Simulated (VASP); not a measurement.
# SnSe (Fm-3m) in VASP: a series of runs

The runs below take SnSe through relaxation of cell and atoms, with PBE+D4, LDA.

Program: VASP 6.6.1. These are calculated values, not measurements. Logs are shortened: lines on timing, memory, paths and dates and some standing lists are left out, and cuts for length are marked.

## 1. The structure

Symmetry: Fm-3m, No. 225, cubic system. The conventional cell has a = 6.000 Å, b = 6.000 Å, c = 6.000 Å, α = 90.00°, β = 90.00°, γ = 90.00°. Around Se (site symmetry m-3m) lie 6 Sn at 3.00 Å. Sn (site symmetry m-3m) is surrounded by 6 Se at 3.00 Å.

The cell was built by a generator and needn't be a form met in nature.

## 2. Relaxation of cell and atoms, PBE+D4

Contents of INCAR:

```
ALGO     = Fast           # electronic algorithm
EDIFF    = 1E-6           # SCF threshold, eV
EDIFFG   = -0.01          # ionic threshold
ENCUT    = 600            # plane-wave cutoff, eV
GGA      = PE             # functional
IBRION   = 2              # ionic algorithm
ISIF     = 3              # what is computed and relaxed
ISMEAR   = 0              # smearing method
IVDW     = 13             # dispersion correction
LASPH    = True           # aspherical terms in the spheres
LCHARG   = False          # write CHGCAR
LREAL    = False          # projectors in reciprocal space
LWAVE    = False          # write WAVECAR
NELM     = 60             # most SCF steps
NSW      = 60             # ionic steps
PREC     = Accurate       # precision mode
SIGMA    = 0.03           # smearing width, eV
```

Contents of KPOINTS:

```
k-points
0
Gamma
  10 10 10
```

Contents of POSCAR:

```
SnSe
1.0
    0.0000000000      3.0000000000      3.0000000000
    3.0000000000      0.0000000000      3.0000000000
    3.0000000000      3.0000000000      0.0000000000
Se Sn
1 1
Direct
    0.5000000000      0.5000000000      0.5000000000
    0.0000000000      0.0000000000      0.0000000000
```

Potentials or basis: VASP PAW PBE potentials, release 64 (Se, Sn_d).

On the command line:

```
$ cat potpaw_PBE.64/Se/POTCAR potpaw_PBE.64/Sn_d/POTCAR > POTCAR
$ mpirun -np 1 vasp_std > vasp.out
```

OUTCAR:

```text
EDIFF = 1E-6
   EDIFFG = -0.01
   ENCUT = 600
   GGA = PE
   IBRION = 2
   ISIF = 3
   ISMEAR = 0
   IVDW = 13
   LASPH = True
   LREAL = False
   NELM = 60
   NSW = 60
   PREC = Accurate

 ion  position               nearest neighbor table
   1  0.500  0.500  0.500-   2 3.00   2 3.00   2 3.00   2 3.00   2 3.00   2 3.00
   2  0.000  0.000  0.000-   1 3.00   1 3.00   1 3.00   1 3.00   1 3.00   1 3.00

  LATTYP: Found a face centered cubic cell.
 ALAT       =     6.0000000000

  Lattice vectors:

 A1 = (   0.0000000000,   3.0000000000,   3.0000000000)
 A2 = (   3.0000000000,   0.0000000000,   3.0000000000)
 A3 = (   3.0000000000,   3.0000000000,   0.0000000000)

Analysis of symmetry for initial positions (statically):
=====================================================================
 Subroutine PRICEL returns:
 Original cell was already a primitive cell.

 Routine SETGRP: Setting up the symmetry group for a
 face centered cubic supercell.

 Subroutine GETGRP returns: Found 48 space group operations
 (whereof 48 operations were pure point group operations)
 out of a pool of 48 trial point group operations.

The static configuration has the point symmetry O_h .

Analysis of symmetry for dynamics (positions and initial velocities):
=====================================================================
 Subroutine PRICEL returns:
 Original cell was already a primitive cell.

 Routine SETGRP: Setting up the symmetry group for a
 face centered cubic supercell.

 Subroutine GETGRP returns: Found 48 space group operations
 (whereof 48 operations were pure point group operations)
 out of a pool of 48 trial point group operations.

The dynamic configuration has the point symmetry O_h .

 Subroutine INISYM returns: Found 48 space group operations
 (whereof 48 operations are pure point group operations),
 and found     1 'primitive' translations

----------------------------------------------------------------------------------------

                                     Primitive cell

  volume of cell :      54.0000

  direct lattice vectors                    reciprocal lattice vectors
     0.000000000  3.000000000  3.000000000    -0.166666667  0.166666667  0.166666667
     3.000000000  0.000000000  3.000000000     0.166666667 -0.166666667  0.166666667
     3.000000000  3.000000000  0.000000000     0.166666667  0.166666667 -0.166666667

  length of vectors
     4.242640687  4.242640687  4.242640687     0.288675135  0.288675135  0.288675135

  position of ions in fractional coordinates (direct lattice)
     0.500000000  0.500000000  0.500000000
     0.000000000  0.000000000  0.000000000

  ion indices of the primitive-cell ions
   primitive index   ion index
                 1           1
                 2           2

----------------------------------------------------------------------------------------

 KPOINTS: k-points

Automatic generation of k-mesh.
 Grid dimensions read from file:
 generate k-points for:   10   10   10

 Generating k-lattice:

  Cartesian coordinates                     Fractional coordinates (reciprocal lattice)
    -0.016666667  0.016666667  0.016666667     0.100000000  0.000000000  0.000000000
     0.016666667 -0.016666667  0.016666667     0.000000000  0.100000000  0.000000000
     0.016666667  0.016666667 -0.016666667     0.000000000  0.000000000  0.100000000

  Length of vectors
     0.028867513  0.028867513  0.028867513

  Shift w.r.t. Gamma in fractional coordinates (k-lattice)
     0.000000000  0.000000000  0.000000000

 Subroutine IBZKPT returns following result:
 ===========================================

 Found     47 irreducible k-points:

 Following reciprocal coordinates:
            Coordinates               Weight
  0.000000  0.000000  0.000000      1.000000
  0.100000  0.000000  0.000000      8.000000
  0.200000  0.000000  0.000000      8.000000
  0.300000  0.000000  0.000000      8.000000
  0.400000  0.000000  0.000000      8.000000
  0.500000  0.000000  0.000000      4.000000
[... 16 lines left out ...]
  0.300000  0.300000  0.000000      6.000000
  0.400000  0.300000  0.000000     24.000000
 [... further k-points ...]
   k-points           NKPTS =     47   k-points in BZ     NKDIM =     47   number of bands    NBANDS=     14
   number of dos      NEDOS =    301   number of ions     NIONS =      2
   total plane-waves  NPLWV =  46656
   dimension x,y,z NGX =    36 NGY =   36 NGZ =   36
   dimension x,y,z NGXF=    72 NGYF=   72 NGZF=   72
   ions per type =               1   1
   NGX,Y,Z   is equivalent  to a cutoff of  14.11, 14.11, 14.11 a.u.
   NGXF,Y,Z  is equivalent  to a cutoff of  28.21, 28.21, 28.21 a.u.
 SYSTEM =  unknown system
   PREC   = accura    normal or accurate (medium, high low for compatibility)
   ISTART =      0    job   : 0-new  1-cont  2-samecut
   ICHARG =      2    charge: 1-file 2-atom 10-const
   ISPIN  =      1    spin polarized calculation?
   LNONCOLLINEAR =      F non collinear calculations
   LSORBIT =      F    spin-orbit coupling
   LASPH  =      T    aspherical Exc in radial PAW
   ENCUT  =  600.0 eV  44.10 Ry    6.64 a.u.   8.47  8.47  8.47*2*pi/ulx,y,z
   NELM   =     60;   NELMIN=  2; NELMDL= -5     # of ELM steps
   EDIFF  = 0.1E-05   stopping-criterion for ELM
   LREAL  =      F    real-space projection
   EDIFFG = -.1E-01   stopping-criterion for IOM
   NSW    =     60    number of steps for IOM
   IBRION =      2    ionic relax: 0-MD 1-quasi-New 2-CG
   NFREE  =      1    steps in history (QN), initial steepest desc. (CG)
   ISIF   =      3    stress and relaxation
   ISYM   =      2    0-nonsym 1-usesym 2-fastsym
   POTIM  = 0.5000    time-step for ionic-motion
   TEBEG  =    0.0;   TEEND  =   0.0 temperature during run
   PSTRESS=    0.0 pullay stress
   NELECT =      20.0000    total number of electrons
   NUPDOWN=      -1.0000    fix difference up-down
   EMIN   =  10.00;   EMAX   =-10.00  energy-range for DOS
   EFERMI =   0.00;   METHOD = LEGACY
   ISMEAR =     0;   SIGMA  =   0.03  broadening in eV -4-tet -1-fermi 0-gaus
   EFERMI_NEDOS =   21; number of points for ismear=-14 and -15
   IALGO  =     68    algorithm
   IMIX   =      4    mixing-type and parameters
     AMIX     =   0.40;   BMIX     =  1.00
     AMIX_MAG =   1.60;   BMIX_MAG =  1.00
  volume/ion in A,a.u.               =      27.00       182.20
  Fermi-wavevector in a.u.,A,eV,Ry     =   1.175674  2.221702 18.806100  1.382209
  Thomas-Fermi vector in A             =   2.312051
   LORBIT       =      0    0 simple, 1 ext, 2 COOP (PROOUT), +10 PAW based schemes
   GGA     = PE    functional components
   LHFCALC =     F    Hartree Fock is set to
   AEXX    =    0.0000 exact exchange contribution
   IVDW    =    13    specifies the selected vdW correction
   LEPSILON=     F    determine dielectric tensor
   LRPA    =     F    only Hartree local field effects (RPA)
 conjugate gradient relaxation of ions
 non-spin polarized calculation
 RMM-DIIS sequential band-by-band and
 Gauss-broadening in eV      SIGMA  =   0.03
  energy-cutoff  :      600.00
  volume of cell :       54.00
 maximum number of plane-waves:      1829
 NGX is ok and might be reduce to    36
   NGX = 17   NGY = 17   NGZ = 17

--------------------------------------- Ionic step        1  -------------------------------------------

 number of electron      19.9999999 magnetization

 Free energy of the ion-electron system (eV)
  ---------------------------------------------------
  ext. energy  EPLUGINS =         0.00000000
  ---------------------------------------------------
  free energy    TOTEN  =        -8.20874204 eV

  energy without entropy =       -8.20874204  energy(sigma->0) =       -8.20874204

------------------------ aborting loop because EDIFF is reached ----------------------------------------

  DFT-D4 for vdW energy calculation

  Edisp (eV):   -0.78323

  FORCE on cell =-STRESS in cart. coord.  units (eV):
  Direction    XX          YY          ZZ          XY          YZ          ZX
  --------------------------------------------------------------------------------------
  -------------------------------------------------------------------------------------
  Total      -0.19934    -0.19934    -0.19934     0.00000    -0.00000     0.00000
  in kB      -5.91432    -5.91432    -5.91432     0.00000    -0.00000     0.00000
  external pressure =       -5.91 kB  Pullay stress =        0.00 kB
[... 61 lines left out ...]
  energy  without entropy=       -8.9932237493  energy(sigma->0) =       -8.99322375

--------------------------------------- Ionic step        3  -------------------------------------------

 number of electron      19.9999998 magnetization

 Free energy of the ion-electron system (eV)
  ---------------------------------------------------
  ext. energy  EPLUGINS =         0.00000000
  ---------------------------------------------------
  free energy    TOTEN  =        -8.20071472 eV

  energy without entropy =       -8.20071472  energy(sigma->0) =       -8.20071472

 E-fermi :   6.0004     XC(G=0):  -9.6994

 val. band max:        5.8206384831   @ k =   0.5000   0.0000   0.0000
 cond. band min:       6.3411493683   @ k =  -0.4000   0.1000   0.0000
 fundamental gap:      0.5205108852
 Fermi energy:         6.0004249290

 k-point     1 :       0.0000    0.0000    0.0000
  band No.  band energies     occupation
      1     -15.7614      2.00000
      2     -15.7614      2.00000
      3     -15.7614      2.00000
      4     -15.7600      2.00000
      5     -15.7600      2.00000
      6      -8.1782      2.00000
      7       0.8470      2.00000
      8       3.5871      2.00000
      9       3.5871      2.00000
     10       3.5871      2.00000
     11      10.2406      0.00000
     12      10.2406      0.00000
     13      10.2406      0.00000
     14      11.6775      0.00000
[... 375 lines left out ...]
 k-point    24 :       0.4000    0.3000    0.0000
  band No.  band energies     occupation
      1     -15.7824      2.00000
      2     -15.7660      2.00000
      3     -15.7550      2.00000
      4     -15.7468      2.00000
      5     -15.7458      2.00000
      6      -7.1974      2.00000
      7      -0.9779      2.00000
      8       1.9831      2.00000
      9       2.4369      2.00000
     10       2.8240      2.00000
     11       9.2444      0.00000
     12       9.7801      0.00000
     13      10.4337      0.00000
     14      10.8311      0.00000

 [... further k-points ...]

------------------------ aborting loop because EDIFF is reached ----------------------------------------

  DFT-D4 for vdW energy calculation

  Edisp (eV):   -0.79253

  FORCE on cell =-STRESS in cart. coord.  units (eV):
  Direction    XX          YY          ZZ          XY          YZ          ZX
  --------------------------------------------------------------------------------------
  -------------------------------------------------------------------------------------
  Total      -0.00493    -0.00493    -0.00493    -0.00000    -0.00000     0.00000
  in kB      -0.14802    -0.14802    -0.14802    -0.00000    -0.00000     0.00000
  external pressure =       -0.15 kB  Pullay stress =        0.00 kB
[... 17 lines left out ...]
  FREE ENERGIE OF THE ION-ELECTRON SYSTEM (eV)
  ---------------------------------------------------
  free  energy   TOTEN  =        -8.9932471580 eV

  energy  without entropy=       -8.9932471580  energy(sigma->0) =       -8.99324716

 reached required accuracy - stopping structural energy minimisation
```

It took 76 s on 1 thread of Intel Xeon Platinum 8259CL at 2.50GHz (Skylake/Cascade Lake), shared host; peak memory 0.24 GiB.

What came out:

* Free energy: -8.9932 eV
* Relaxed volume: 26.67 Å³/atom
* Relaxed cell: a = 4.225 Å, b = 4.225 Å, c = 4.225 Å, α = 60.00°, β = 60.00°, γ = 60.00°
* Space group after relaxing (to 0.05 Å): Fm-3m (No. 225)
* Energy gained by relaxing: 0.6 meV/atom
* Ionic steps: 3
* Pressure after relaxing: 0.0 GPa
* Band gap on the k mesh: 0.52 eV, indirect (least direct gap 0.64 eV)
* Dispersion energy per atom: -0.396 eV

Step by step:
```
step  energy change (eV)  largest force (eV/Å)  pressure (GPa)  volume (Å³)
   1              0.0000                0.0000           -0.59        54.00
   2             -0.0013                0.0000            0.13        53.22
   3             -0.0013                0.0000           -0.01        53.34
```

Final structure:
```
CELL_PARAMETERS angstrom
0.00000 2.98771 2.98771
2.98771 0.00000 2.98771
2.98771 2.98771 0.00000
ATOMIC_POSITIONS crystal
Se 0.50000 0.50000 0.50000
Sn 0.00000 0.00000 0.00000
```

Levels at points of the mesh, in eV from the valence-band top:
```
           k point  band 7  band 8  band 9  band 10  band 11  band 12  band 13  band 14
(0.00, 0.00, 0.00)   -4.97   -2.23   -2.23    -2.23     4.42     4.42     4.42     5.86
(0.50, 0.00, 0.00)   -8.14   -1.98   -1.98     0.00     0.68     1.25     1.25     8.33
(0.50, 0.50, 0.00)   -5.99   -5.60   -3.72    -3.72     2.97     5.49     5.49     6.14
```

Caveat: spin-orbit coupling is left out, which moves the levels of the heavy elements. A k mesh can miss the band edges.

## 3. Relaxation of cell and atoms, LDA

Contents of INCAR:

```
PREC = Accurate
ENCUT = 600
EDIFF = 1E-7
ISMEAR = 0
SIGMA = 0.03
LREAL = False
LASPH = True
NELM = 100
ALGO = Fast
ISIF = 3
LWAVE = False
LCHARG = False
GGA = CA
IBRION = 2
NSW = 40
EDIFFG = -0.01
```

Contents of KPOINTS:

```
Automatic mesh
0
Gamma
  10 10 10
```

POSCAR is that of step 2.

Potentials or basis: VASP PAW LDA potentials, release 64 (Se, Sn_d).

On the command line:

```
$ cat potpaw_LDA.64/Se/POTCAR potpaw_LDA.64/Sn_d/POTCAR > POTCAR
$ mpirun -np 1 vasp_std > vasp.out
```

Wall time 1.9 min (1 thread of Intel Xeon Platinum 8259CL at 2.50GHz (Skylake/Cascade Lake), shared host); peak memory 0.22 GiB.

It converged, with:

```yaml
Free_energy: -9.5013 eV
Relaxed_volume: 25.68 Å³/atom
Relaxed_cell: a = 4.173 Å, b = 4.173 Å, c = 4.173 Å, α = 60.00°, β = 60.00°, γ = 60.00°
Space_group_after_relaxing_to_0.05_Å: Fm-3m (No. 225)
Energy_gained_by_relaxing: 11.5 meV/atom
Ionic_steps: 3
Pressure_after_relaxing: 0.0 GPa
Band_gap_on_the_k_mesh: 0.43 eV, indirect (least direct gap 0.57 eV)
```

Step by step:
```csv
step,energy change (eV),largest force (eV/Å),pressure (GPa),volume (Å³)
1,0.0000,0.0000,-2.68,54.00
2,-0.0204,0.0000,1.01,50.54
3,-0.0230,0.0000,0.00,51.37
```

Final structure:
```
CELL_PARAMETERS angstrom
0.00000 2.95048 2.95048
2.95048 0.00000 2.95048
2.95048 2.95048 0.00000
ATOMIC_POSITIONS crystal
Se 0.50000 0.50000 0.50000
Sn 0.00000 0.00000 0.00000
```

Levels at points of the mesh, in eV from the valence-band top:
```tsv
k point	band 8	band 9	band 10	band 11	band 12	band 13
(0.00, 0.00, 0.00)	-2.34	-2.34	-2.34	4.44	4.44	4.44
(0.50, 0.00, 0.00)	-2.07	-2.07	-0.14	0.76	1.14	1.14
(0.50, 0.50, 0.00)	-5.90	-3.92	-3.92	2.78	5.59	5.59
```

Caveat: spin-orbit coupling is left out, which moves the levels of the heavy elements.
